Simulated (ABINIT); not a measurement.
# NaCl (Fm-3m) in ABINIT: a series of runs

One crystal, NaCl, is run at these levels: RPBE, PBE; tasks: band structure.

All numbers are computed with ABINIT 10.8.3 (patched build); they aren't measurements. Logs are shortened: lines on timing, memory, paths and dates and some standing lists are left out, and cuts for length are marked. The log counts tension as positive stress, the text compression.

**1. The structure**

It takes space group Fm-3m (No. 225, cubic). Conventional cell: a = 5.588 Å, b = 5.588 Å, c = 5.588 Å, α = 90.00°, β = 90.00°, γ = 90.00°. Around Cl (site symmetry m-3m) lie 6 Na at 2.79 Å. Around Na (site symmetry m-3m) lie 6 Cl at 2.79 Å.

The cell is a database's computed one.

**2. Band structure, RPBE**

Input file run.abi:

```
# Datasets: ground state, then fixed potential
ndtset 2

# Pseudopotentials
pp_dirpath "./"
pseudos "Cl.GGA_PBE-JTH.xml, Na.GGA_PBE-JTH.xml"

# Structure
acell 7.4670677708 7.4670677708 7.4670677708
rprim
     0.0000000000     0.7071067812     0.7071067812
     0.7071067812     0.0000000000     0.7071067812
     0.7071067812     0.7071067812     0.0000000000
ntypat 2
znucl 17 11
natom 2
typat 1 2
xred
     0.5000000000     0.5000000000     0.5000000000
     0.0000000000     0.0000000000     0.0000000000

# Plane-wave basis
ecut 40.0
pawecutdg 62.0

# Exchange and correlation
ixc 15

# Bands and occupations
occopt 3
tsmear 0.00183747

# SCF cycle
nstep 100

# Output
iomode 3
prtwf 0
prteig 0
prtebands 0
enunit 1
prtden1 1

# Dataset 1
kptopt1 1
ngkpt1 8 8 8
nshiftk1 1
shiftk1 0.0 0.0 0.0
nband1 12
tolvrs1 1.0e-9

# Dataset 2: bands along G-X-W-K-G-L-U-W-L-K
iscf2 -2
getden2 1
nband2 18
nbdbuf2 4
tolwfr2 1.0e-11
kptopt2 -9
ndivsm2 6
prteig2 1
prtvol2 -3
kptbounds2
     0.0000000000     0.0000000000     0.0000000000
     0.5000000000     0.0000000000     0.5000000000
     0.5000000000     0.2500000000     0.7500000000
     0.3750000000     0.3750000000     0.7500000000
     0.0000000000     0.0000000000     0.0000000000
     0.5000000000     0.5000000000     0.5000000000
     0.6250000000     0.2500000000     0.6250000000
     0.5000000000     0.2500000000     0.7500000000
     0.5000000000     0.5000000000     0.5000000000
     0.3750000000     0.3750000000     0.7500000000
```

Potentials or basis: JTH PAW PBE v2.0.

Started as:

```bash
> abinit run.abi > log 2>&1
```

run.abo:

```text
.Version 10.8.3 of ABINIT
 DATASET    1 : space group Fm -3 m (#225); Bravais cF (face-center cubic)
================================================================================
 Values of the parameters that define the memory need for DATASET  1.
     intxc =       0    ionmov =       0      iscf =      17    lmnmax =       8
     lnmax =       4     mgfft =      45  mpssoang =       2    mqgrid =    3001
     natom =       2  nloc_mem =       2    nspden =       1   nspinor =       1
    nsppol =       1      nsym =      48    n1xccc =       1    ntypat =       2
    occopt =       3   xclevel =       2
       mpw =        3584          nfft =       91125          nkpt =          29
 PAW method is used; the additional fine FFT grid is defined by:
   mgfftf=        54    nfftf =    157464
================================================================================
================================================================================

 DATASET    2 : space group Fm -3 m (#225); Bravais cF (face-center cubic)
================================================================================
 Values of the parameters that define the memory need for DATASET  2.
     intxc =       0    ionmov =       0      iscf =      -2    lmnmax =       8
     lnmax =       4     mgfft =      45  mpssoang =       2    mqgrid =    3001
     natom =       2  nloc_mem =       2    nspden =       1   nspinor =       1
    nsppol =       1      nsym =      48    n1xccc =       1    ntypat =       2
    occopt =       3   xclevel =       2
       mpw =        3587          nfft =       91125          nkpt =         103
 PAW method is used; the additional fine FFT grid is defined by:
   mgfftf=        54    nfftf =    157464
================================================================================
================================================================================

--------------------------------------------------------------------------------
------------- Echo of variables that govern the present computation ------------
--------------------------------------------------------------------------------
 -outvars: echo values of preprocessed input variables --------
            acell      7.4670677708E+00  7.4670677708E+00  7.4670677708E+00 Bohr
              amu      3.54527000E+01  2.29897680E+01
             ecut      4.00000000E+01 Hartree
           enunit           1
           getden1          0
           getden2          1
             iscf1         17
             iscf2         -2
              ixc          15
           jdtset        1    2
           kptopt1          1
           kptopt2         -9
         kptrlatt        8    0    0      0    8    0      0    0    8
          kptrlen1     5.97365422E+01
          kptrlen2     3.00000000E+01
            natom           2
            nband1         12
            nband2         18
           nbdbuf1          0
           nbdbuf2          4
           ndtset           2
           ndivsm1          0
           ndivsm2          6
            ngfft          45      45      45
          ngfftdg          54      54      54
             nkpt1         29
             nkpt2        103
            nstep         100
             nsym          48
           ntypat           2
           occopt           3
        pawecutdg      6.20000000E+01 Hartree
         pawxcdev           0
        prtebands           0
           prteig1          0
           prteig2          1
           prtvol1          0
           prtvol2         -3
            prtwf           0
            rprim      0.0000000000E+00  7.0710678120E-01  7.0710678120E-01
                       7.0710678120E-01  0.0000000000E+00  7.0710678120E-01
                       7.0710678120E-01  7.0710678120E-01  0.0000000000E+00
           shiftk1     0.00000000E+00  0.00000000E+00  0.00000000E+00
           shiftk2     5.00000000E-01  5.00000000E-01  5.00000000E-01
          spgroup         225
           tolvrs1     1.00000000E-09
           tolvrs2     0.00000000E+00
           tolwfr1     0.00000000E+00
           tolwfr2     1.00000000E-11
           tsmear      1.83747000E-03 Hartree
            typat      1  2
[... 241 lines left out ...]

 getcut: wavevector=  0.0000  0.0000  0.0000  ngfft=  54  54  54
         ecut(hartree)=     62.000   => boxcut(ratio)=   2.04095
--------------------------------------------------------------------------------

================================================================================
 Non-SCF case, kpt    1 (  0.00000  0.00000  0.00000), residuals and eigenvalues=
  5.45E-12  5.36E-12  5.19E-12  4.65E-12  7.49E-12  4.83E-12  4.20E-12  5.15E-12
  6.90E-12  4.09E-12  1.41E-12  7.30E-12  5.56E-12  8.85E-12  5.17E-12  4.99E-12
  2.22E-12  5.13E-12
 -1.8243E+00 -7.8576E-01 -7.8576E-01 -7.8576E-01 -4.8851E-01 -2.1446E-02
 -2.1446E-02 -2.1446E-02  1.8190E-01  3.9315E-01  3.9315E-01  3.9315E-01
  4.6978E-01  4.6978E-01  5.4350E-01  6.3015E-01  6.3015E-01  6.3015E-01
 Non-SCF case, kpt    2 (  0.02941  0.00000  0.02941), residuals and eigenvalues=
  9.48E-12  3.20E-12  3.04E-12  2.98E-12  7.85E-12  3.65E-12  7.30E-12  2.12E-12
  7.14E-12  4.04E-12  2.64E-12  3.12E-12  2.82E-12  3.04E-12  3.36E-12  4.18E-12
  1.18E-11  4.59E-12
[... 696 lines left out ...]
 Non-SCF case, kpt  102 (  0.38750  0.38750  0.72500), residuals and eigenvalues=
  3.24E-12  5.92E-12  6.51E-12  3.20E-12  6.43E-12  1.07E-12  5.58E-12  6.35E-12
  6.43E-12  3.79E-12  2.63E-12  4.90E-12  1.81E-12  8.77E-12  3.62E-10  6.37E-09
  2.43E-09  3.29E-06
 -1.8243E+00 -7.8646E-01 -7.8634E-01 -7.8598E-01 -4.7346E-01 -7.2984E-02
 -6.3813E-02 -3.9049E-02  2.9531E-01  3.2716E-01  3.7493E-01  4.4956E-01
  4.9494E-01  5.3977E-01  6.3599E-01  6.6687E-01  6.7012E-01  7.5133E-01
 Non-SCF case, kpt  103 (  0.37500  0.37500  0.75000), residuals and eigenvalues=
  8.97E-12  1.44E-12  3.49E-12  1.24E-12  2.04E-12  3.43E-12  7.82E-12  8.39E-13
  5.31E-12  3.98E-12  2.25E-12  2.97E-12  4.49E-12  7.54E-12  1.16E-09  3.05E-09
  2.40E-08  1.84E-05
 -1.8243E+00 -7.8642E-01 -7.8636E-01 -7.8600E-01 -4.7338E-01 -7.3628E-02
 -6.2746E-02 -3.9869E-02  2.9170E-01  3.2181E-01  3.8050E-01  4.5681E-01
  4.9488E-01  5.4578E-01  6.3582E-01  6.5597E-01  6.6310E-01  7.7866E-01

--- !ResultsGS
iteration_state: {dtset: 2, }
comment   : Summary of ground state results
lattice_vectors:
- [  0.0000000,   5.2800143,   5.2800143, ]
- [  5.2800143,   0.0000000,   5.2800143, ]
- [  5.2800143,   5.2800143,   0.0000000, ]
lattice_lengths: [   7.46707,    7.46707,    7.46707, ]
lattice_angles: [ 60.000,  60.000,  60.000, ] # degrees, (23, 13, 12)
lattice_volume:   2.9439829E+02
convergence: {deltae:  0.000E+00, res2:  0.000E+00, residm:  9.999E-12, diffor:  0.000E+00, }
etotal    :  -6.33325040E+01
entropy   :   0.00000000E+00
fermie    :   1.32872439E-01
cartesian_stress_tensor: null
pressure_GPa: null
xred      :
- [  5.0000E-01,   5.0000E-01,   5.0000E-01, Cl]
- [  0.0000E+00,   0.0000E+00,   0.0000E+00, Na]
cartesian_forces: null
force_length_stats: {min: null, max: null, mean: null, }
...

 Integrated electronic density in atomic spheres:
 ------------------------------------------------
 Atom  Sphere_radius  Integrated_density
    1        1.80365          4.38922915
    2        1.60199          7.62614760

================================================================================

 ----iterations are completed or convergence reached----

 Mean square residual over all n,k,spin=   44.116E-13; max=  99.986E-13
 reduced coordinates (array xred) for    2 atoms
       0.500000000000      0.500000000000      0.500000000000
       0.000000000000      0.000000000000      0.000000000000

 cartesian coordinates (angstrom) at end:
    1      2.79406321584100     2.79406321584100     2.79406321584100
    2      0.00000000000000     0.00000000000000     0.00000000000000
 length scales=  7.467067770800  7.467067770800  7.467067770800 bohr
              =  3.951402093895  3.951402093895  3.951402093895 angstroms
 Eigenvalues (   eV  ) for nkpt= 103  k points:
 kpt#   1, nband= 18, wtk=  1.00000, kpt=  0.0000  0.0000  0.0000 (reduced coord)
 -49.64195  -21.38170  -21.38170  -21.38170  -13.29314   -0.58358   -0.58358   -0.58358
   4.94963   10.69818   10.69818   10.69818   12.78335   12.78335   14.78939   17.14721
  17.14721   17.14721
 kpt#   2, nband= 18, wtk=  1.00000, kpt=  0.0294  0.0000  0.0294 (reduced coord)
 -49.64195  -21.38198  -21.38177  -21.38177  -13.28936   -0.60849   -0.58943   -0.58943
   4.99004   10.64085   10.71916   10.71916   12.72208   12.79498   14.87725   17.17040
  17.17040   17.20078
 kpt#   3, nband= 18, wtk=  1.00000, kpt=  0.0588  0.0000  0.0588 (reduced coord)
 -49.64192  -21.38278  -21.38200  -21.38200  -13.27818   -0.68026   -0.60669   -0.60669
   5.10806   10.48258   10.78168   10.78168   12.54859   12.82974   15.12698   17.23981
  17.23981   17.35358
 kpt#   4, nband= 18, wtk=  1.00000, kpt=  0.0882  0.0000  0.0882 (reduced coord)
 -49.64187  -21.38405  -21.38236  -21.38236  -13.26006   -0.79107   -0.63453   -0.63453
   5.29486   10.25420   10.88458   10.88458   12.28817   12.88722   15.50744   17.35477
  17.35477   17.58713
 kpt#   5, nband= 18, wtk=  1.00000, kpt=  0.1176  0.0000  0.1176 (reduced coord)
[... 381 lines left out ...]
   8.12026    9.13988   10.00282   11.71908   13.80871   14.62011   16.85184   18.38333
  18.66163   19.05126
 kpt# 101, nband= 18, wtk=  1.00000, kpt=  0.4000  0.4000  0.7000 (reduced coord)
 -49.64087  -21.40270  -21.39543  -21.38711  -12.88884   -2.04619   -1.66641   -1.03526
   8.11452    9.03012   10.05697   11.98865   13.59089   14.61493   17.10086   18.33047
  18.58252   19.62823
 kpt# 102, nband= 18, wtk=  1.00000, kpt=  0.3875  0.3875  0.7250 (reduced coord)
 -49.64085  -21.40064  -21.39730  -21.38764  -12.88359   -1.98600   -1.73643   -1.06257
   8.03570    8.90241   10.20226   12.23309   13.46811   14.68800   17.30613   18.14637
  18.23480   20.44468
 kpt# 103, nband= 18, wtk=  1.00000, kpt=  0.3750  0.3750  0.7500 (reduced coord)
 -49.64083  -21.39960  -21.39797  -21.38808  -12.88128   -2.00351   -1.70739   -1.08490
   7.93760    8.75702   10.35406   12.43046   13.46637   14.85153   17.30147   17.84979
  18.04398   21.18845

== END DATASET(S) ==============================================================
================================================================================

 -outvars: echo values of variables after computation  --------
            acell      7.4670677708E+00  7.4670677708E+00  7.4670677708E+00 Bohr
           etotal1    -6.3332504037E+01
            fcart1    -0.0000000000E+00 -0.0000000000E+00 -0.0000000000E+00
                      -0.0000000000E+00 -0.0000000000E+00 -0.0000000000E+00
            rprim      0.0000000000E+00  7.0710678120E-01  7.0710678120E-01
                       7.0710678120E-01  0.0000000000E+00  7.0710678120E-01
                       7.0710678120E-01  7.0710678120E-01  0.0000000000E+00
           strten1    -1.2689326991E-04 -1.2689326991E-04 -1.2689326991E-04
                       0.0000000000E+00  0.0000000000E+00  0.0000000000E+00
           xangst      2.7940632158E+00  2.7940632158E+00  2.7940632158E+00
                       0.0000000000E+00  0.0000000000E+00  0.0000000000E+00
             xred      5.0000000000E-01  5.0000000000E-01  5.0000000000E-01
                       0.0000000000E+00  0.0000000000E+00  0.0000000000E+00
 Calculation completed.
```

Wall time 1.8 min (1 thread of Arm Neoverse V2, shared host); peak memory 0.21 GiB.

Results:

- Free energy: -1723.3652 eV
- Pressure: 3.7 GPa
- Band gap on the k mesh: 5.53 eV, direct
- Band gap along the path: 5.53 eV, direct
- Valence electrons inside the program's atomic spheres: Cl 4.39; Na 7.63

Levels at the corners of the path, in eV from the valence-band top:
| point | band 6 | band 7 | band 8 | band 9 | band 10 | band 11 |
| --- | --- | --- | --- | --- | --- | --- |
| Γ | 0.00 | 0.00 | 0.00 | 5.53 | 11.28 | 11.28 |
| X | -1.68 | -0.61 | -0.61 | 7.85 | 8.31 | 11.82 |
| W | -1.20 | -1.20 | -0.76 | 9.15 | 10.00 | 10.00 |
| K | -1.42 | -1.12 | -0.50 | 8.52 | 9.34 | 10.94 |
| Γ | 0.00 | 0.00 | 0.00 | 5.53 | 11.28 | 11.28 |
| L | -1.94 | -0.27 | -0.27 | 7.58 | 11.13 | 11.13 |
| U | -1.42 | -1.12 | -0.50 | 8.52 | 9.34 | 10.94 |
| W | -1.20 | -1.20 | -0.76 | 9.15 | 10.00 | 10.00 |
| L | -1.94 | -0.27 | -0.27 | 7.58 | 11.13 | 11.13 |
| K | -1.42 | -1.12 | -0.50 | 8.52 | 9.34 | 10.94 |

Caveat: the PAW data sets were made with another functional, which shifts forces and pressure a little.

**3. Band structure, PBE**

Changes to run.abi since step 2:

```diff
@@ -5,6 +5,6 @@
 pp_dirpath "./"
-pseudos "Cl.GGA_PBE-JTH.xml, Na.GGA_PBE-JTH.xml"
+pseudos "Cl.upf, Na.upf"
 
 # Structure
-acell 7.4670677708 7.4670677708 7.4670677708
+acell 3.9514020966 3.9514020966 3.9514020966 Angstrom
 rprim
@@ -22,7 +22,6 @@
 # Plane-wave basis
-ecut 40.0
-pawecutdg 62.0
+ecut 44.0
 
 # Exchange and correlation
-ixc 15
+ixc 11
 
@@ -42,2 +41,6 @@
 prtden1 1
+prtvha1 1
+prtvclmb1 1
+prtpot1 1
+prtelf1 1
 
@@ -49,3 +52,3 @@
 nband1 12
-tolvrs1 1.0e-9
+tolvrs1 1.0e-10
 
@@ -60,3 +63,2 @@
 prteig2 1
-prtvol2 -3
 kptbounds2
```

Potentials or basis: PseudoDojo NC SR PBE v0.4.1 standard.

Started as:

```bash
> abinit run.abi > log 2>&1
```

run.abo:

```text
.Version 10.8.3 of ABINIT
 DATASET    1 : space group Fm -3 m (#225); Bravais cF (face-center cubic)
================================================================================
 Values of the parameters that define the memory need for DATASET  1.
     intxc =       0    ionmov =       0      iscf =       7    lmnmax =       6
     lnmax =       6     mgfft =      48  mpssoang =       3    mqgrid =    3001
     natom =       2  nloc_mem =       1    nspden =       1   nspinor =       1
    nsppol =       1      nsym =      48    n1xccc =    2501    ntypat =       2
    occopt =       3   xclevel =       2
       mpw =        4128          nfft =      110592          nkpt =          29
================================================================================
================================================================================

 DATASET    2 : space group Fm -3 m (#225); Bravais cF (face-center cubic)
[... 1459 lines left out ...]
 kpt# 103, nband= 18, wtk=  1.00000, kpt=  0.3750  0.3750  0.7500 (reduced coord)
 -49.30331  -21.24864  -21.24685  -21.23665  -12.73407   -1.90275   -1.59909   -0.95266
   7.83598    8.65886   10.23907   12.38637   13.31302   14.92267   17.39204   17.73417
  17.93583   20.84912

== END DATASET(S) ==============================================================
================================================================================

 -outvars: echo values of variables after computation  --------
            acell      7.4670677759E+00  7.4670677759E+00  7.4670677759E+00 Bohr
           etotal1    -6.2246057106E+01
            fcart1    -0.0000000000E+00 -0.0000000000E+00 -0.0000000000E+00
                      -0.0000000000E+00 -0.0000000000E+00 -0.0000000000E+00
            rprim      0.0000000000E+00  7.0710678120E-01  7.0710678120E-01
                       7.0710678120E-01  0.0000000000E+00  7.0710678120E-01
                       7.0710678120E-01  7.0710678120E-01  0.0000000000E+00
           strten1    -5.3528534539E-05 -5.3528534539E-05 -5.3528534539E-05
                       0.0000000000E+00  0.0000000000E+00  0.0000000000E+00
           xangst      2.7940632178E+00  2.7940632178E+00  2.7940632178E+00
                       0.0000000000E+00  0.0000000000E+00  0.0000000000E+00
             xred      5.0000000000E-01  5.0000000000E-01  5.0000000000E-01
                       0.0000000000E+00  0.0000000000E+00  0.0000000000E+00
 Calculation completed.
```

Run time: 2.2 min. Hardware: 1 thread of Arm Neoverse V2, shared host; peak memory 0.19 GiB.

What came out:

| Item | Value |
| --- | --- |
| Free energy | -1693.8015 eV |
| Pressure | 1.6 GPa |
| Band gap on the k mesh | 5.22 eV, direct |
| Band gap along the path | 5.22 eV, direct |
| Valence electrons inside the program's atomic spheres | Cl 5.11; Na 7.94 |

Levels at the corners of the path, in eV from the valence-band top:
```
point  band 5  band 6  band 7  band 8  band 9  band 10  band 11  band 12
    Γ  -12.72    0.00    0.00    0.00    5.22    11.08    11.08    11.08
    X  -12.31   -1.73   -0.62   -0.62    7.60     8.04    11.52    15.03
    W  -12.29   -1.24   -1.24   -0.79    8.91     9.75     9.75    11.45
    K  -12.30   -1.47   -1.16   -0.52    8.27     9.09    10.67    12.82
    Γ  -12.72    0.00    0.00    0.00    5.22    11.08    11.08    11.08
    L  -12.36   -2.00   -0.28   -0.28    7.31    10.86    10.96    10.96
    U  -12.30   -1.47   -1.16   -0.52    8.27     9.09    10.67    12.82
    W  -12.29   -1.24   -1.24   -0.79    8.91     9.75     9.75    11.45
    L  -12.36   -2.00   -0.28   -0.28    7.31    10.86    10.96    10.96
    K  -12.30   -1.47   -1.16   -0.52    8.27     9.09    10.67    12.82
```
